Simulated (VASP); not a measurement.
SiC (Moissanite 3C): relaxation of cell and atoms with revPBE+D4

Crystal: SiC (Moissanite 3C).

```xyz
2
Lattice="0.0000 2.1790 2.1790 2.1790 0.0000 2.1790 2.1790 2.1790 0.0000" Properties=species:S:1:pos:R:3 pbc="T T T"
Si    0.0000    0.0000    0.0000
C     3.2685    3.2685    3.2685
```

```
Program                : VASP 6.6.1
Task                   : relaxation of cell and atoms
Functional             : revPBE
Dispersion             : D4
Potentials or basis    : VASP PAW PBE potentials, release 64 (Si, C)
Cutoff                 : 600 eV
k mesh                 : 10 × 10 × 10
Occupations            : fermi-dirac, width 0.05 eV
Spin                   : no spin polarisation
Further INCAR settings : ALGO = Normal; EDIFF = 1e-06; IBRION = 2; EDIFFG = -0.005; NSW = 60; ISIF = 3
```

The relaxed volume is 10.16 Å³/atom and the relaxed cell is a = 3.063 Å, b = 3.063 Å, c = 3.063 Å, α = 60.00°, β = 60.00°, γ = 60.00°. The space group after relaxing (to 0.05 Å) is F-43m (No. 216), the energy gained by relaxing is 2.3 meV/atom and the ionic steps are 3. The pressure after relaxing is 0.1 GPa and the band gap on the k mesh is 1.34 eV, indirect (least direct gap 4.55 eV). The dispersion energy per atom is -0.658 eV.

Step by step:
```tsv
step	energy change (eV)	largest force (eV/Å)	pressure (GPa)	volume (Å³)
1	0.0000	0.0000	-3.85	20.69
2	0.0001	0.0000	4.23	19.96
3	-0.0047	0.0000	0.06	20.32
```

Final structure:
```
Si C
1.0
     0.00000    2.16580    2.16580
     2.16580    0.00000    2.16580
     2.16580    2.16580    0.00000
Si C
1 1
Direct
  0.00000 0.00000 0.00000
  0.75000 0.75000 0.75000
```

Levels at points of the mesh, in eV from the valence-band top:
```tsv
k point	band 2	band 3	band 4	band 5	band 6	band 7
(0.00, 0.00, 0.00)	0.00	0.00	0.00	6.46	7.47	7.47
(0.50, 0.00, 0.00)	-8.62	-1.05	-1.05	5.63	7.32	7.32
(0.50, 0.50, 0.00)	-7.83	-3.21	-3.21	1.34	4.43	14.30
```

Run time: 31 s on 1 thread of Intel(R) Xeon(R) Platinum 8259CL CPU @ 2.50GHz (Skylake/Cascade Lake), on a shared host, peak memory 0.16 GiB.

Caveat: the PAW data sets were made with another functional, which shifts forces and pressure a little. A k mesh can miss the band edges.
